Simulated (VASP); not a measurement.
Write the native input for VASP 6.6.1 that does the following.

- Task: relaxation of cell and atoms
- Functional: PBE
- Dispersion: D3(BJ)
- Potentials or basis: VASP PAW PBE potentials, release 64 (Pb_d, Se)
- Cutoff: 600 eV
- k mesh: 8 × 8 × 8
- Occupations: gaussian, width 0.03 eV
- Spin: no spin polarisation
- Further INCAR settings: ALGO = Normal; EDIFF = 1e-06; IBRION = 2; EDIFFG = -0.01; NSW = 90; ISIF = 3

The structure of PbSe (Clausthalite) lies in POSCAR:

```
PbSe
1.0
    0.0000000000      3.0606500000      3.0606500000
    3.0606500000      0.0000000000      3.0606500000
    3.0606500000      3.0606500000      0.0000000000
Pb Se
1 1
Direct
    0.0000000000      0.0000000000      0.0000000000
    0.5000000000      0.5000000000      0.5000000000
```

One way to write it, as run:

INCAR

```
SYSTEM = PbSe
PREC = Accurate
ENCUT = 600
EDIFF = 1E-6
ISMEAR = 0
SIGMA = 0.03
LREAL = .False.
LASPH = .True.
NELM = 80
ALGO = Normal
ISIF = 3
LWAVE = .False.
LCHARG = .False.
GGA = PE
IVDW = 12
IBRION = 2
NSW = 90
EDIFFG = -0.01
```

KPOINTS

```
Automatic mesh
0
Gamma
  8 8 8
  0 0 0
```

Potentials or basis: VASP PAW PBE potentials, release 64 (Pb_d, Se).

The run is started by

```console
$ cat potpaw_PBE.64/Pb_d/POTCAR potpaw_PBE.64/Se/POTCAR > POTCAR
$ mpirun -np 1 vasp_std > vasp.out
```

Results of the run:

| Item | Value |
| --- | --- |
| Relaxed volume | 28.86 Å³/atom |
| Relaxed cell | a = 4.338 Å, b = 4.338 Å, c = 4.338 Å, α = 60.00°, β = 60.00°, γ = 60.00° |
| Space group after relaxing (to 0.05 Å) | Fm-3m (No. 225) |
| Energy gained by relaxing | 0.2 meV/atom |
| Ionic steps | 3 |
| Pressure after relaxing | 0.0 GPa |
| Band gap on the k mesh | 0.31 eV, direct |
| Dispersion energy per atom | -0.366 eV |

Caveat: spin-orbit coupling is left out, which as a rule narrows the gap of such compounds by several tenths of an eV.

Wall time 24 s on 1 thread of Intel(R) Xeon(R) 6975P-C (Granite Rapids), on a shared host, peak memory 0.22 GiB.
